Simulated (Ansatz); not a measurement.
Fe:

```
Fe
1.0
     0.00000    1.94174    1.96511
     1.49844    0.00000    1.96511
     1.49844    1.94174    0.00000
Fe
1
Direct
  0.00000 0.00000 0.00000
```

```yaml
Program: Ansatz 0.2.0
Task: relaxation of cell and atoms
Functional: HSEsol
Potentials_or_basis: Ansatz PAW
Cutoff: "420 eV (not typed: the program's choice for these potentials)"
k_mesh: 7 × 7 × 7
Occupations: fermi-dirac, width 0.05 eV
Spin: collinear spin, ferromagnetic start
Starting_moments: "[3.0] μB"
```

At the start: volume 11.44 Å³/atom.

Task: How do energy, volume and symmetry change on relaxing?

Result: It ends after 9 steps and the volume is 11.94 Å³/atom (+4.4 %); space group I4/mmm (No. 139, to 0.05 Å); moment 2.87 μB per cell.

The path:
```
step  energy change (eV)  largest force (eV/Å)  volume (Å³)
   1              0.0000                0.0000        11.44
   2             -0.0143                0.0000        11.76
   3             -0.0165                0.0000        11.93
   4             -0.0166                0.0000        11.95
   5             -0.0166                0.0000        11.95
   6             -0.0166                0.0000        11.94
   7             -0.0173                0.0000        11.94
   8             -0.0173                0.0000        11.94
   9             -0.0173                0.0000        11.94
```

Final structure:
```cif
data_structure
_symmetry_space_group_name_H-M 'P 1'
_symmetry_Int_Tables_number 1
_cell_length_a 2.8318
_cell_length_b 2.4951
_cell_length_c 2.4951
_cell_angle_alpha 69.149
_cell_angle_beta 55.425
_cell_angle_gamma 55.425
_cell_volume 11.94
loop_
_atom_site_label
_atom_site_type_symbol
_atom_site_fract_x
_atom_site_fract_y
_atom_site_fract_z
_atom_site_occupancy
Fe1 Fe 0.00000 0.00000 0.00000 1
```

Caveat: the k mesh is coarse (spacing up to 0.44 Å⁻¹), so the values aren't converged, least of all with exact exchange; the magnetic or orbital state may not be the lowest; the plane-wave basis is chosen anew once the cell has moved, so the energies of steps on either side of that aren't comparable; the PAW data sets come from PBE, with cores solved anew for the run's functional, which leaves a small shift of forces and pressure.
